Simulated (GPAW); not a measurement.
Crystal: BP.

```
P B
1.0
     0.00000    2.26900    2.26900
     2.26900    0.00000    2.26900
     2.26900    2.26900    0.00000
P B
1 1
Direct
  0.75000 0.75000 0.75000
  0.00000 0.00000 0.00000
```

Base run:

| Quantity | Value |
| --- | --- |
| Program | GPAW 26.7.0 |
| Functional | PBEsol |
| Potentials or basis | PAW data sets generated in the run's folder for this functional |
| Cutoff | 800 eV |
| Basis | pw |
| k mesh | 10 × 10 × 10 |
| Occupations | fermi-dirac, width 0.05 eV |
| Spin | no spin polarisation |

Its results: band gap on the k mesh 1.14 eV, indirect (least direct gap 3.36 eV); pressure -1.7 GPa.

Problem. The run is repeated on the same cell with these changes: functional from PBEsol to BLYP. What comes out?

Solution. Band gap on the k mesh 1.51 eV, indirect (least direct gap 3.55 eV); pressure 6.2 GPa.

BLYP binds less tightly than PBEsol, so the same cell stands under more pressure.
